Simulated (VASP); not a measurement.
# ZnSe (F-43m) in VASP: a series of runs, part 2 of 2

VASP 6.6.1. The steps go on from the part before.

### Step 6. Single point, r2SCAN

The input, INCAR:

```
  PREC = Accurate
  ENCUT = 520
  EDIFF = 1E-6
  ISMEAR = 0
  SIGMA = 0.02
  LREAL = F
  LASPH = T
  NELM = 80
  ALGO = Normal
  ISIF = 2
  LWAVE = F
  LCHARG = F
  METAGGA = R2SCAN
  LMIXTAU = T
  NBANDS = 16
```

The input, KPOINTS:

```
Automatic mesh
0
Gamma
  8 8 8
```

The input, POSCAR:

```
ZnSe
1.0
    0.0000000000      2.8202400000      2.8202400000
    2.8202400000      0.0000000000      2.8202400000
    2.8202400000      2.8202400000      0.0000000000
Zn Se
1 1
Direct
    0.0000000000      0.0000000000      0.0000000000
    0.2500000000      0.2500000000      0.2500000000
```

Potentials or basis: VASP PAW PBE potentials, release 64 (Zn, Se).

The run is started by

```bash
cat potpaw_PBE.64/Zn/POTCAR potpaw_PBE.64/Se/POTCAR > POTCAR
mpirun -np 1 vasp_std > vasp.out
```

OUTCAR:

```text
PREC = Accurate
   ENCUT = 520
   EDIFF = 1E-6
   ISMEAR = 0
   LREAL = F
   LASPH = T
   NELM = 80
   ISIF = 2
   METAGGA = R2SCAN

 ion  position               nearest neighbor table
   1  0.000  0.000  0.000-   2 2.44   2 2.44   2 2.44   2 2.44
   2  0.250  0.250  0.250-   1 2.44   1 2.44   1 2.44   1 2.44

  LATTYP: Found a face centered cubic cell.
 ALAT       =     5.6404800000

  Lattice vectors:

 A1 = (   0.0000000000,   2.8202400000,   2.8202400000)
 A2 = (   2.8202400000,   0.0000000000,   2.8202400000)
 A3 = (   2.8202400000,   2.8202400000,   0.0000000000)

Analysis of symmetry for initial positions (statically):
=====================================================================
 Subroutine PRICEL returns:
 Original cell was already a primitive cell.

 Routine SETGRP: Setting up the symmetry group for a
 face centered cubic supercell.

 Subroutine GETGRP returns: Found 24 space group operations
 (whereof 24 operations were pure point group operations)
 out of a pool of 48 trial point group operations.

The static configuration has the point symmetry T_d .

Analysis of symmetry for dynamics (positions and initial velocities):
=====================================================================
 Subroutine PRICEL returns:
 Original cell was already a primitive cell.

 Routine SETGRP: Setting up the symmetry group for a
 face centered cubic supercell.

 Subroutine GETGRP returns: Found 24 space group operations
 (whereof 24 operations were pure point group operations)
 out of a pool of 48 trial point group operations.

The dynamic configuration has the point symmetry T_d .

 Subroutine INISYM returns: Found 24 space group operations
 (whereof 24 operations are pure point group operations),
 and found     1 'primitive' translations

----------------------------------------------------------------------------------------

[... 111 lines left out ...]
     AMIX     =   0.40;   BMIX     =  1.00
     AMIX_MAG =   1.60;   BMIX_MAG =  1.00
  volume/ion in A,a.u.               =      22.43       151.38
  Fermi-wavevector in a.u.,A,eV,Ry     =   1.207451  2.281752 19.836457  1.457938
  Thomas-Fermi vector in A             =   2.343089
   LORBIT       =      0    0 simple, 1 ext, 2 COOP (PROOUT), +10 PAW based schemes
   METAGGA = R2SCAN    functional components
   LHFCALC =     F    Hartree Fock is set to
   AEXX    =    0.0000 exact exchange contribution
   IVDW    =     0    specifies the selected vdW correction
   LEPSILON=     F    determine dielectric tensor
   LRPA    =     F    only Hartree local field effects (RPA)
 non-spin polarized calculation
 Gauss-broadening in eV      SIGMA  =   0.02
  energy-cutoff  :      520.00
  volume of cell :       44.86
 maximum number of plane-waves:      1243
 NGX is ok and might be reduce to    30
   NGX = 15   NGY = 15   NGZ = 15

 number of electron      18.0000001 magnetization

 Free energy of the ion-electron system (eV)
  ---------------------------------------------------
  ext. energy  EPLUGINS =         0.00000000
  ---------------------------------------------------
  free energy    TOTEN  =       -24.90742395 eV

  energy without entropy =      -24.90742395  energy(sigma->0) =      -24.90742395

 E-fermi :   1.5588     XC(G=0):  -9.9904

 val. band max:        1.4235108517   @ k =   0.0000   0.0000   0.0000
 cond. band min:       3.3535345069   @ k =   0.0000   0.0000   0.0000
 fundamental gap:      1.9300236552
 Fermi energy:         1.5587626857

 k-point     1 :       0.0000    0.0000    0.0000
  band No.  band energies     occupation
      1     -12.3869      2.00000
      2      -5.3232      2.00000
      3      -5.3232      2.00000
      4      -5.3232      2.00000
      5      -4.9013      2.00000
      6      -4.9013      2.00000
[... 433 lines left out ...]
      3      -5.1669      2.00000
      4      -4.9385      2.00000
      5      -4.8952      2.00000
      6      -4.6883      2.00000
[... 8 lines left out ...]
     15      14.9170      0.00000
     16      15.8180      0.00000

 [... further k-points ...]

------------------------ aborting loop because EDIFF is reached ----------------------------------------

  FORCE on cell =-STRESS in cart. coord.  units (eV):
  Direction    XX          YY          ZZ          XY          YZ          ZX
  --------------------------------------------------------------------------------------
  -------------------------------------------------------------------------------------
  Total        0.2755689      0.2755689      0.2755689      0.0000000      0.0000000      0.0000000
  in kB        9.8413034      9.8413034      9.8413034      0.0000000      0.0000000      0.0000000
  external PRESSURE =       9.8413034 kB  Pullay stress =       0.0000000 kB

 VOLUME and BASIS-vectors are now :
 -----------------------------------------------------------------------------
  energy-cutoff  :      520.00
  volume of cell :       44.86
      direct lattice vectors                 reciprocal lattice vectors
     0.000000000  2.820240000  2.820240000    -0.177289876  0.177289876  0.177289876
     2.820240000  0.000000000  2.820240000     0.177289876 -0.177289876  0.177289876
     2.820240000  2.820240000  0.000000000     0.177289876  0.177289876 -0.177289876

 POSITION                                       TOTAL-FORCE (eV/Angst)
 -----------------------------------------------------------------------------------
      0.00000      0.00000      0.00000         0.000000      0.000000      0.000000
      1.41012      1.41012      1.41012        -0.000000     -0.000000     -0.000000
 -----------------------------------------------------------------------------------
    total drift:                                0.000025      0.000025      0.000025

  FREE ENERGIE OF THE ION-ELECTRON SYSTEM (eV)
  ---------------------------------------------------
  free  energy   TOTEN  =       -24.9074239523 eV

  energy  without entropy=      -24.9074239523  energy(sigma->0) =      -24.90742395
```

stdout:

```text
POSCAR found type information on POSCAR ZnSe
 POSCAR found :  2 types and       2 ions
 scaLAPACK will be used
 -----------------------------------------------------------------------------
|                                                                             |
|                                                                             |
|     You enforced a specific xc type in the INCAR file but a different       |
|     I HOPE YOU KNOW WHAT YOU ARE DOING!                                     |
|                                                                             |
 -----------------------------------------------------------------------------

 LDA part: xc-table for (None), standard interpolation
 POSCAR, INCAR and KPOINTS ok, starting setup
 FFT: planning ... GRIDC
 FFT: planning ... GRID_SOFT
 FFT: planning ... GRID
 WAVECAR not read
 entering main loop
```

Wall time 80 s (1 thread of Intel Xeon Platinum 8488C (Sapphire Rapids), shared host); peak memory 0.18 GiB.

Results:

- Free energy: -24.9074 eV
- Pressure: 1.0 GPa
- Band gap on the k mesh: 1.93 eV, direct

Caveat: the PAW data sets were made with another functional, which shifts forces and pressure a little.

### Step 7. Overview

| level | k mesh | cutoff (eV) | smearing | gap on the mesh (eV) | pressure (GPa) |
| --- | --- | --- | --- | --- | --- |
| PBEsol | 8 × 8 × 8 | 700 | gaussian 0.02 eV | 1.23 | 0.0 |
| PBEsol | 12 × 12 × 12 | 520 | gaussian 0.02 eV | 1.23 | 0.0 |
| PBEsol | 8 × 8 × 8 | 520 | gaussian 0.5 eV | 1.23 | 0.0 |
| PBEsol | 8 × 8 × 8 | 900 | gaussian 0.02 eV | 1.23 | 0.0 |
| r2SCAN | 8 × 8 × 8 | 520 | gaussian 0.02 eV | 1.93 | 1.0 |

Alike in all rows: task single point; potentials or basis VASP PAW PBE potentials, release 64 (Zn, Se); no spin polarisation; cell as given.

On the cell as given the gap runs from 1.23 eV (PBEsol) to 1.93 eV (r2SCAN); the meshes differ, which moves gaps too. The pressure there spans 0.0 GPa (PBEsol) to 1.0 GPa (r2SCAN); a positive pressure means that this level wants a larger cell, a negative one a smaller.

Caveats: the PAW data sets were made with another functional, which shifts forces and pressure a little.

Total energies depend on the potentials used, so only differences within one code and one set of settings carry meaning.

### Step 8. Against experiment

Step 2. Measured gap of ZnSe: 2.695 eV (an exciton energy, a little under the gap; 300 K; “Alloy Disordering Effects on the Thermal Conductivity and Energy Gap Temperature Dependence of Cd1−xZnxSe Ternary Crystals Grown by the Bridgman Method”, 2023, pmc:10253836). This calculation gives 1.23 eV (-1.47 eV). So large a miss can be the level of theory's own, or it may mean another phase, state or a wrong row. Spin-orbit coupling on Se is left out. The value is that of PBEsol, without temperature or zero-point motion. Semilocal functionals fall short of measured gaps as a rule. The cell is a database's relaxed one, not the measured one, which moves gaps too.

Step 3. A measured gap of ZnSe is 2.695 eV (an exciton energy, a little under the gap; 300 K; “Alloy Disordering Effects on the Thermal Conductivity and Energy Gap Temperature Dependence of Cd1−xZnxSe Ternary Crystals Grown by the Bridgman Method”, 2023, pmc:10253836); the calculated 1.23 eV misses it by -1.47 eV. So large a miss can be the level of theory's own, or it may mean another phase, state or a wrong row. Spin-orbit coupling on Se is left out. The value is that of PBEsol, without temperature or zero-point motion. Semilocal functionals fall short of measured gaps as a rule. The cell is a database's relaxed one, not the measured one, which moves gaps too.

Step 4. Measured gap of ZnSe: 2.695 eV (an exciton energy, a little under the gap; 300 K; “Alloy Disordering Effects on the Thermal Conductivity and Energy Gap Temperature Dependence of Cd1−xZnxSe Ternary Crystals Grown by the Bridgman Method”, 2023, pmc:10253836). This calculation gives 1.23 eV (-1.47 eV). So large a miss can be the level of theory's own, or it may mean another phase, state or a wrong row. Spin-orbit coupling on Se is left out. The value is that of PBEsol, without temperature or zero-point motion. Semilocal functionals fall short of measured gaps as a rule. The cell is a database's relaxed one, not the measured one, which moves gaps too.

Step 5. A measured gap of ZnSe is 2.695 eV (an exciton energy, a little under the gap; 300 K; “Alloy Disordering Effects on the Thermal Conductivity and Energy Gap Temperature Dependence of Cd1−xZnxSe Ternary Crystals Grown by the Bridgman Method”, 2023, pmc:10253836); the calculated 1.23 eV misses it by -1.47 eV. So large a miss can be the level of theory's own, or it may mean another phase, state or a wrong row. Spin-orbit coupling on Se is left out. The value is that of PBEsol, without temperature or zero-point motion. Semilocal functionals fall short of measured gaps as a rule. The cell is a database's relaxed one, not the measured one, which moves gaps too.

Step 6. Measured gap of ZnSe: 2.695 eV (an exciton energy, a little under the gap; 300 K; “Alloy Disordering Effects on the Thermal Conductivity and Energy Gap Temperature Dependence of Cd1−xZnxSe Ternary Crystals Grown by the Bridgman Method”, 2023, pmc:10253836). This calculation gives 1.93 eV (-0.76 eV). Spin-orbit coupling on Se is left out. The value is that of r2SCAN, without temperature or zero-point motion. The cell is a database's relaxed one, not the measured one, which moves gaps too.
